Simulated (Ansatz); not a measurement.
Below is a relaxed structure of P. The cell was found from a structure generator's guess, not taken from experiment.

All numbers below come from Ansatz 0.2.0, DFT PBE, scalar-relativistic, plane waves, PAW. Cutoff 420 eV, Γ-centred mesh, Gaussian smearing, no spin polarisation.

```yaml
crystal:
  lattice:
    - [-3.12139, 3.12139, 2.33160]
    - [3.12139, -3.12139, 2.33160]
    - [3.12139, 3.12139, -2.33160]
  atoms:
    - { symbol: P, position: [0.50000, 0.50000, 0.00000] }
    - { symbol: P, position: [0.25000, 0.75000, 0.50000] }
    - { symbol: P, position: [0.87500, 0.62500, 0.75000] }
    - { symbol: P, position: [0.87500, 0.12500, 0.25000] }
    - { symbol: P, position: [0.37500, 0.12500, 0.25000] }
    - { symbol: P, position: [0.87500, 0.12500, 0.75000] }
```

Energies count from the standard state of P at the same level. The references include black phosphorus.

Question: Find its symmetry and describe it.

Answer: I4_1/amd (No. 141). Conventional cell: a = 6.243 Å, c = 4.663 Å. Around P on a site of symmetry -4m2 lie 4 P at 2.34 Å; P on a site of symmetry 2/m is surrounded by 2 P at 2.34 Å and 4 P at 2.50 Å.

Question: How far does it lie from the standard state of P?

Answer: +0.23 eV/atom. So it is a metastable form at best.

Question: Is it a metal?

Answer: Yes, bands cross the Fermi level on the 10×10×10 mesh.

The last run used a 10×10×10 mesh for its 6-atom cell and Gaussian smearing of 0.10 eV. The reference form of P is held partly by dispersion forces, which this level lacks. A structure relaxed within its symmetry needn't be a true minimum. Another cell of P relaxed alike, in Cmmm, lies 145 meV/atom lower, so this cell isn't the stable form at this level.
